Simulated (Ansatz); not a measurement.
Zincblende SiC, relaxed with r2SCAN, was run in the PAW code Ansatz under altered settings. All numbers are computed, without spin polarisation but where a row says otherwise.

```yaml
crystal:
  lattice:
    - [0.00000, 2.17805, 2.17805]
    - [2.17805, 0.00000, 2.17805]
    - [2.17805, 2.17805, 0.00000]
  atoms:
    - { symbol: Si, position: [0.00000, 0.00000, 0.00000] }
    - { symbol: C, position: [0.25000, 0.25000, 0.25000] }
```

The base run's other keys:
```yaml
kpoints:
  mp_grid: { grid: [4, 4, 4] }
hamiltonian:
  xc: hse06
scf:
  occupations: { method: fixed }
  n_extra_bands: 4
```

It takes 9 iterations with 411 plane waves at 420 eV and 8 k points, and leaves a mean stress of -0.72 GPa. The gap over this mesh is 2.226 eV. It ran on 4 threads of Arm Neoverse N1, with other jobs on the host.

Outcomes, with energy and stress as changes against the base:

| setting | outcome | ΔF (meV/atom) | Δ mean stress (GPa) | gap on the mesh (eV) | iterations | wall time |
| --- | --- | --- | --- | --- | --- | --- |
| PBE hybrid, exx coeff 0.3, omega 0.3 1/Å | converged | – | -0.5 | 2.161 | 9 | 2.8 s |
| PBE hybrid, exx coeff 1.0, omega 0.1 1/Å | converged | – | -12.9 | 6.633 | 17 | 3.5 s |
| PBE hybrid, exx coeff 0.35, unscreened | converged | – | -2.0 | 3.654 | 11 | 2.7 s |
| PBE hybrid, exx coeff 0.5, omega 0.3 1/Å | converged | – | -3.8 | 2.763 | 11 | 2.9 s |
| PBE hybrid, exx coeff -0.2, omega 0.1 1/Å | refused | – | – | – | – | 0.04 s |
| scf.occupations: gaussian 0.05 | converged | 0.0 | 0.0 | 2.226 | 9 | 2.6 s |

A dash marks a value that wasn't obtained or can't be compared. Stress is positive in compression. The base took 2.6 s.

- PBE hybrid, exx coeff 0.3, omega 0.3 1/Å. That is 30 % exact exchange, screened with ω = 0.3 1/Å, against HSE06's 25 % screened at 0.208 1/Å. The mean stress moves by -0.5 GPa and the gap on the mesh by -0.065 eV (to 2.161). Totals of different functionals aren't comparable.
- PBE hybrid, exx coeff 1.0, omega 0.1 1/Å. That is 100 % exact exchange, screened with ω = 0.1 1/Å, against HSE06's 25 % screened at 0.208 1/Å. The mean stress moves by -12.9 GPa and the gap on the mesh by +4.406 eV (to 6.633). Totals of different functionals aren't comparable. The program warns that on this mesh the truncation of the exchange isn't bounded, so part of the change can be an error of the mesh.
- PBE hybrid, exx coeff 0.35, unscreened. That is 35 % exact exchange, at all ranges, against HSE06's 25 % screened at 0.208 1/Å. The mean stress moves by -2.0 GPa and the gap on the mesh by +1.428 eV (to 3.654). Totals of different functionals aren't comparable.
- PBE hybrid, exx coeff 0.5, omega 0.3 1/Å. That is 50 % exact exchange, screened with ω = 0.3 1/Å, against HSE06's 25 % screened at 0.208 1/Å. The mean stress moves by -3.8 GPa and the gap on the mesh by +0.536 eV (to 2.763). Totals of different functionals aren't comparable.
- PBE hybrid, exx coeff -0.2, omega 0.1 1/Å. The program doesn't start. Error: invalid value for `hamiltonian.xc.exx.coeff`: must be finite and in (0, 1]; got -0.2

Within 1 meV an atom, 0.1 GPa and 0.005 eV of the base stay: scf.occupations: gaussian 0.05.

The program warns that its thresholds are loose for a hybrid's stress.

The meshes of the hybrids are coarse, so their gaps aren't converged to the digits shown.
